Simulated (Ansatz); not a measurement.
**ZrC: bands on a dense mesh**

Aim: solve ZrC self-consistently, get levels and band slopes on a dense mesh, and map the Fermi surface or, if there is a gap, the valleys at its edges.

The COD entry's cell or inner coordinates are ideal or old and differ from later refinements, so a difference from it is no clean test against experiment.

Method: DFT PBE, scalar-relativistic, plane waves, PAW; levels and slopes on a dense k mesh at the converged density, in Ansatz 0.2.0.

## 1. Starting point

It takes space group Fm-3m (No. 225, cubic). Conventional cell: a = 4.730 Å, b = 4.730 Å, c = 4.730 Å, α = 90.00°, β = 90.00°, γ = 90.00°. Zr (site symmetry m-3m) is surrounded by 6 C at 2.37 Å. C (site symmetry m-3m) has 6 Zr at 2.37 Å as nearest neighbours.

Coordinates:

```
Zr C
1.0
     0.00000    2.36500    2.36500
     2.36500    0.00000    2.36500
     2.36500    2.36500    0.00000
Zr C
1 1
Direct
  0.50000 0.50000 0.50000
  0.00000 0.00000 0.00000
```

The structure comes from the Crystallography Open Database and is not relaxed.

## 2. Self-consistency and the dense mesh

Contents of input.yaml:

```yaml
crystal:
  lattice:
    - [0.0, 2.365, 2.365]
    - [2.365, 0.0, 2.365]
    - [2.365, 2.365, 0.0]
  atoms:
    - { symbol: Zr, position: [0.5, 0.5, 0.5] }
    - { symbol: C, position: [0.0, 0.0, 0.0] }
basis:
  ecutwfc: 420
kpoints:
  mp_grid: { grid: [14, 14, 14] }
hamiltonian:
  xc: pbe
scf:
  occupations: { method: gaussian, width: 0.05 }
output:
  forces: true
  eigenvalues: true
  eigenstates:
    nscf_kmesh: { grid: [34, 34, 34] }
    top_band: c6
    de_dk: true
    localisation: true
  stress: true
checkpoint:
  write: ck
  compress: false
  write_wavefunctions: false
  write_every: 100000
```

Command:

```bash
$ ansatz run input.yaml --threads 1 --pin off --max-ram 3072MiB --backend cpu --events-out ev --progress --plain --runs-dir out
```

Output, shortened:

```text
Warning: RAYON_NUM_THREADS=1 ignored (pool sized by the plan → 1); use --threads N
[...]
Pseudopotentials: kind: paw
Pseudopotential: Zr, paw, valence charge 12, recommended cutoff 420 eV (normal), Zr.paw.azcp
Pseudopotential: C, paw, valence charge 4, recommended cutoff 420 eV (normal), C.paw.azcp
Functional definition: PBE
[...]
Crystal: 2 atoms, lattice volume = 26.456 Å³
Basis set: ecut = 420 eV, 531 PW (Γ), exchange–correlation on 48×48×48 points (8 copies of the dense FFT grid, shifted against one another)
Bands: 12, of which v1, the nominal top of the filled ones, is band 8 counted from 1 (7 counted from 0)
Symmetry: 48 space group operations
Space group: Fm-3m (ITA 225), of the structure as read, at distance tolerance 3.0e-5 Å
k-points: 104 of 2744
[...]
SCF iter   1: F=—  HF=-4436.493177 eV  |F-HF|=—  |Δ(HF+E_count)|=         —  Δρ=1.62e-3  dr2=7.43e-4  ethr=1.77e-3  ⟨swp⟩=5.0  Hψ=6275  notcnv=0
[...]
SCF iter   8: F=-4436.492692 eV  HF=-4436.492692 eV  |F-HF|=1.82e-12  |Δ(HF+E_count)|=  2.91e-11  Δρ=1.02e-7  dr2=1.42e-12  ethr=1.00e-12  ⟨swp⟩=5.6  Hψ=4838  notcnv=0
[...]
NSCF: frozen V_eff on 1059 k-points
SCF converged after 8 iterations
Free energy (F): -4436.492692 eV
[...]
E sigma→0 (E₀):  -4436.492455 eV
Entropy (-TS):   -0.000475 eV (-0.237 meV/atom)
Fermi energy:    14.566945 eV
[...]
--- Forces (eV/Å), atoms counted from 1 ---
  atom   1  Zr     0.00000000    -0.00000000    -0.00000000
  atom   2  C     -0.00000000     0.00000000    -0.00000000
[...]
--- Stress (GPa, compression-positive) ---
       -2.932128      -0.000000      -0.000000
        0.000000      -2.932128      -0.000000
        0.000000      -0.000000      -2.932128
  P = ⅓ Tr σ = -2.9321 GPa (-29.321 kbar)
--- Band table (eV; the first three rows and the last of 104) ---
  k-point 0: bands = ["-33.6215", "-11.3456", "-11.3456", "-11.3456", "3.3095", "15.4809", "15.4809", "15.4809", "15.6382", "15.6382", "15.6382", "17.3083"]
[...]
--- Fermi surface from the table of eigenstates, both spin states counted (twice the sheets' area in a run without spin) ---
  How far the three rows differ hints at the mesh's error and does not bound it.
  reading                E - E_F (eV)   area (Å⁻²)  resistivity times mean free path along x, y, z (Ω·m²), under one mean free path over the surface
  by tetrahedra                0.0017        9.164  3.3360e-15  3.3360e-15  3.3360e-15
  by the states' slopes       -0.0038        9.817  3.1142e-15  3.1142e-15  3.1142e-15
  on every second point        0.0183        8.199  3.7287e-15  3.7287e-15  3.7287e-15
```

It took 14 s on 1 thread of Arm Neoverse V2, shared host; peak memory 0.44 GiB.

## 3. Levels on the dense mesh

Levels at named points, in eV from the Fermi level, on the 34×34×34 mesh:

| band | Γ | X | L | lowest | highest |
| --- | --- | --- | --- | --- | --- |
| 6 | 0.91 | -2.11 | -5.24 | -5.24 | 0.91 |
| 7 | 0.91 | -1.72 | -2.89 | -2.89 | 0.91 |
| 8 | 0.91 | 0.02 | -2.89 | -2.89 | 0.91 |
| 9 | 1.07 | 0.02 | 4.38 | -0.39 | 4.38 |

## 4. The Fermi surface

Band 6: one hole pocket centred at Γ (0.21 % of the zone); mean Fermi speed 11 × 10⁵ m/s; weight C (70 %) and Zr (30 %).
Band 7: one hole pocket centred at Γ (0.53 % of the zone); weight C (65 %) and Zr (35 %).
Band 8: one hole pocket centred at Γ (0.67 % of the zone) and very small pockets (under 0.04 % of the zone each); mean Fermi speed 4.7 × 10⁵ m/s; weight C (72 %) and Zr (28 %).
Band 9: six electron pockets on the Γ–X line (each 0.24 % of the zone).

The sheets in more detail.

Band 6: C (70 %) and Zr (30 %). Band 7: C (65 %) and Zr (35 %). Band 8: C (72 %) and Zr (28 %). Band 9: C (68 %) and Zr (32 %).

Closed pockets.

The hole pocket of band 7 at Γ: about 0.16 Å⁻², so F = ħA/2πe ≈ 1.7 kT; it holds 0.011 holes per cell. The hole pocket of band 8 at Γ: about 0.19 Å⁻², so F = ħA/2πe ≈ 2.0 kT; it holds 0.013 holes per cell.

In a rigid-band picture, lowering the level by 0.25 eV removes 0.070 electrons a cell and raising it adds 0.082; the density of states goes from 0.31 through 0.31 to 0.34 states/eV.

## 5. Results

| quantity | value |
| --- | --- |
| bands with resolved sheets at the Fermi level | 4 |
| density of states at the Fermi level | 0.31 states/eV per cell |
| intraband plasma frequencies, principal values in rising order | 3.1, 3.1 and 3.1 eV |

What this shows: Four bands cross the Fermi level with sheets large enough to resolve; this is a semimetal: only small electron and hole pockets. Band 9 adds most to the density of states (0.20 states/eV), with a mean Fermi speed of 4.8 × 10⁵ m/s. Necks and pockets thinner than about two mesh steps aren't resolved.
